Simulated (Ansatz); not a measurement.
# Effective masses and thermopower of ZnTe under load (space group F-43m)

Data:

```
ZnTe
1.0
    0.00000     3.02020     3.02020
    3.02020     0.00000     3.02020
    3.02020     3.02020     0.00000
Zn Te
1 1
Direct
  0.50000   0.50000   0.50000
  0.25000   0.25000   0.25000
```

Calculation: r2SCAN with spin-orbit coupling, rigid bands (plane waves, PAW; Ansatz, a program for electronic structure). Condition of this run: hydrostatic pressure 2 GPa (the target of the relaxation). How the cell was made: cell and atoms relaxed with r2SCAN, then loaded as said.

```
Item                                                                                                                                                           Value
---------------------------------------------------------------------------------------------------------------------------------------  ---------------------------
band gap                                                                                                                                                     1.70 eV
electron conductivity mass (300 K, dilute)                                                                                                                  0.125 mₑ
hole conductivity mass (300 K, dilute)                                                                                                                       0.45 mₑ
effective density of states N_c (300 K)                                                                                                                  1.0e18 cm⁻³
effective density of states N_v (300 K)                                                                                                                  1.5e19 cm⁻³
density-of-states mass, electrons                                                                                                                           0.119 mₑ
density-of-states mass, holes                                                                                                                                0.72 mₑ
Seebeck coefficient, n-type 1e19 cm⁻³, 300 K                                                                                                                -80 μV/K
Seebeck coefficient, p-type 1e19 cm⁻³, 300 K                                                                                                                255 μV/K
best p-type power factor at 300 K for τ = 10 fs (best axis; densities from 1e16 to 1e21 cm⁻³ tried, whether or not they can be reached)  5.3 μW/(cm·K²) at 1e20 cm⁻³
```

Rigid bands; masses and Seebeck coefficients take one relaxation time τ for all states and one kind of carrier; polarons and phonon drag are left out.
